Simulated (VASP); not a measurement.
Input of a VASP 6.6.1 run:

INCAR

```
SYSTEM = H23C2NO10
  PREC = Accurate
  ENCUT = 520
  EDIFF = 1E-7
  ISMEAR = -1
  SIGMA = 0.02
  LREAL = Auto
  LASPH = .TRUE.
  NELM = 60
  ALGO = Fast
  ISIF = 2
  LWAVE = .FALSE.
  LCHARG = .TRUE.
  GGA = CA
  LELF = .TRUE.
  LVHAR = .TRUE.
  NBANDS = 72
```

Contents of KPOINTS:

```
Automatic mesh
0
G
  1 1 1
  0 0 0
```

The input POSCAR:

```
H23C2NO10
1.0
    7.2873620000      0.0000000000      0.0000000000
    0.0000000000      7.2873620000      0.0000000000
    0.0000000000      0.0000000000      7.2873620000
O H C N
10 23 2 1
Direct
    0.1531830037     -0.0206247473      0.3775989171
   -0.0106622945      0.2163883172      0.6035654603
    0.3895373936      0.3994586793      0.6535698378
    0.3903470145      0.7731467162      0.0126520406
    0.3333167750      0.4570927038      0.2591335520
    0.7031488212      0.6349211141      0.4123440005
    1.1664577662      0.3007947183      0.9143500762
    0.5036253174      0.9002846297      0.4902185455
    0.5226582678      0.0932024510      0.1813138966
    0.6921297446      0.2831614513      0.4822595611
    0.2607390713     -0.0830341624      0.4255586589
    0.0835007236     -0.0986365162      0.2891032448
    0.0072179754      0.2206697019      0.7378252926
    0.0638777105      0.1116178941      0.5489640833
    0.2866332151      0.4045085176      0.5757090151
    0.4988499268      0.3499071406      0.5891569542
    0.4599469602      0.8783013661      0.0656616208
    0.2688764466      0.8245507771     -0.0160140254
    0.3419069891      0.5435025734      0.1543905737
    0.4482966539      0.4908634977      0.3215155224
    0.8176072494      0.6355523439      0.3392174013
    0.7134406113      0.4998791058      0.4680706132
    1.2719143086      0.3505932599      0.8379575490
    1.2144861199      0.2515176274      1.0304414684
    0.5507754384      0.9594830063      0.6009582068
    0.5726352005      0.7864574314      0.4642146225
    0.4970797389      0.0155611866      0.2953469308
    0.4432468155      0.2028031543      0.2130537772
    0.8111714500      0.2289031339      0.5421028899
    0.6747023134      0.2234004568      0.3520752777
    0.8492373509      0.8578275650      0.7035193256
    0.8862329057      0.6142003101      0.7240891834
    0.6732614628      0.6998554484      0.7743542862
    0.8216827982      0.7372077852      0.7824230497
    0.8921060872      0.7488306468      0.9638878925
    0.9457057300      0.7798020738      1.1092628581
```

Potentials or basis: VASP PAW LDA potentials, release 64 (O, H, C, N).

The run is started by

```console
$ cat potpaw_LDA.64/O/POTCAR potpaw_LDA.64/H/POTCAR potpaw_LDA.64/C/POTCAR potpaw_LDA.64/N/POTCAR > POTCAR
$ mpirun -np 1 vasp_gam > vasp.out
```

Problem. What does it give for the band gap on the k mesh?

Solution. 4.39 eV, direct.

Problem. What does it give for the largest force?

Solution. 2.213 eV/Å.

Problem. Predict the pressure.

Solution. -1.0 GPa.

Stress tensor (GPa, compression positive):
```
-0.34 -0.64  0.71
-0.64 -1.89 -0.59
 0.71 -0.59 -0.67
```

Caveat: the standard files for N, O and F lose accuracy on very short bonds.
